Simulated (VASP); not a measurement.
Here is a VASP 6.6.1 calculation.

The input INCAR:

```
SYSTEM = GaN
PREC = Accurate
ENCUT = 520
EDIFF = 1E-7
ISMEAR = 0
SIGMA = 0.02
LREAL = .FALSE.
LASPH = .TRUE.
NELM = 80
ALGO = Normal
ISIF = 2
LWAVE = .FALSE.
LCHARG = .FALSE.
METAGGA = R2SCAN
LMIXTAU = .TRUE.
```

The input KPOINTS:

```
Automatic mesh
0
G
  12 12 6
  0 0 0
```

The input POSCAR:

```
GaN
1.0
    3.1806700000      0.0000000000      0.0000000000
   -1.5903300000      2.7545400000      0.0000000000
    0.0000000000      0.0000000000      5.1815000000
Ga N
2 2
Direct
    0.6666700000      0.3333300000      0.4991600000
    0.3333300000      0.6666700000      0.9991600000
    0.6666700000      0.3333300000      0.8758400000
    0.3333300000      0.6666700000      0.3758400000
```

The input KPOINTS_OPT:

```
path GMKGALHA,LM,KH
10
line-mode
reciprocal
 0.0000000000  0.0000000000  0.0000000000  G
 0.5000000000  0.0000000000  0.0000000000  M

 0.5000000000  0.0000000000  0.0000000000  M
 0.3333333333  0.3333333333  0.0000000000  K

 0.3333333333  0.3333333333  0.0000000000  K
 0.0000000000  0.0000000000  0.0000000000  G

 0.0000000000  0.0000000000  0.0000000000  G
 0.0000000000  0.0000000000  0.5000000000  A

 0.0000000000  0.0000000000  0.5000000000  A
 0.5000000000  0.0000000000  0.5000000000  L

 0.5000000000  0.0000000000  0.5000000000  L
 0.3333333333  0.3333333333  0.5000000000  H

 0.3333333333  0.3333333333  0.5000000000  H
 0.0000000000  0.0000000000  0.5000000000  A

 0.5000000000  0.0000000000  0.5000000000  L
 0.5000000000  0.0000000000  0.0000000000  M

 0.3333333333  0.3333333333  0.0000000000  K
 0.3333333333  0.3333333333  0.5000000000  H
```

Potentials or basis: VASP PAW PBE potentials, release 64 (Ga_d, N).

Run with:

```bash
$ cat potpaw_PBE.64/Ga_d/POTCAR potpaw_PBE.64/N/POTCAR > POTCAR
$ mpirun -np 1 vasp_std > vasp.out
```

**Question.** What does it give for the largest force?

**Answer.** 0.003 eV/Å.

**Question.** Estimate the band gap along the path.

**Answer.** 2.36 eV, direct.

Stress tensor (GPa, compression positive):
```
1.56 0.00 0.00
0.00 1.56 0.00
0.00 0.00 1.34
```

Caveat: the PAW data sets were made with another functional, which shifts forces and pressure a little.

**Measured values to compare with.**

From “Studying electronic properties in GaN without electrical contacts using γ-γ vs e−-γ Perturbed Angular Correlations”, 2019, pmc:6823545, for a bulk crystal of GaN: band gap 3.503 ± 0.005 eV (direct).

Against the measured gap of GaN, 3.503 eV (direct; quoted in “Studying electronic properties in GaN without electrical contacts using γ-γ vs e−-γ Perturbed Angular Correlations”, 2019, pmc:6823545), the calculated 2.36 eV is off by -1.15 eV. Spin-orbit coupling on Ga is left out. The value is that of r2SCAN, without temperature or zero-point motion. The cell is a database's relaxed one, not the measured one, which moves gaps too.
